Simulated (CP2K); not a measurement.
Crystal: Ge.

```
Ge
1.0
     4.00068    0.00000    0.00000
     2.00034    3.46469    0.00000
     2.00034    1.15490    3.26654
Ge
2
Direct
  0.75000 0.75000 0.75000
  0.50000 0.50000 0.50000
```

Base run:

* Program: CP2K 2026.2
* Functional: r2SCAN
* Potentials or basis: POTENTIAL_UZH Ge GTH-SCAN-q4; TZVP-MOLOPT-SCAN-GTH basis
* Density cutoff: 9184 eV
* k mesh: 8 × 8 × 8
* Occupations: fermi-dirac, width 0.05 eV
* Spin: no spin polarisation

Its results: band gap on the k mesh 0.48 eV, direct; pressure -3.0 GPa.

**Question.** The run is repeated on the same cell with these changes: dispersion from none to D3(BJ)+ATM. What comes out?

**Answer.** Band gap on the k mesh 0.48 eV, direct; pressure -3.8 GPa.

Dispersion adds attraction, which lowers the pressure at fixed volume and, as a term added to the energy, leaves the levels alone.

Caveats: the basis of atomic orbitals isn't converged, which shifts pressures, moduli and gaps.

A k mesh can miss the band edges.

Not every run made on this cell is shown here.
